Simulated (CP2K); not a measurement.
# TiAl: equation of state with PBEsol

The system is TiAl.

```
Ti Al
1.0
     3.17906    0.00000    0.00000
     0.00000    3.17906    0.00000
     0.00000    0.00000    3.17906
Ti Al
1 1
Direct
  0.00000 0.00000 0.00000
  0.50000 0.50000 0.50000
```

The cell comes from a database or a generator and needn't be the stable form of this composition.

- Program: CP2K 2026.2
- Task: equation of state
- Functional: PBEsol
- Potentials or basis: POTENTIAL_UZH Ti GTH-PBE-q12, Al GTH-PBE-q3; TZVP-MOLOPT-PBE-GTH basis
- Density cutoff: 6123 eV
- k mesh: 8 × 8 × 8
- Occupations: fermi-dirac, width 0.05 eV
- Spin: no spin polarisation

```yaml
Equilibrium_volume: 15.87 Å³/atom
Bulk_modulus: 117 GPa
Pressure_derivative_of_the_bulk_modulus: 3.8
```

Energy against volume, from the lowest point:
```tsv
volume (Å³/atom)	energy (meV/atom)
15.101	14.38
15.422	4.48
15.743	0.00
16.065	0.45
16.386	5.35
16.707	14.35
17.028	26.99
```

All runs of the series together: 6.9 min on 1 thread of Intel(R) Xeon(R) Platinum 8259CL CPU @ 2.50GHz (Skylake/Cascade Lake), on a shared host.

Caveat: the potentials were made for another functional, which shifts forces and pressure; the basis of atomic orbitals isn't converged, which shifts pressures, moduli and gaps.
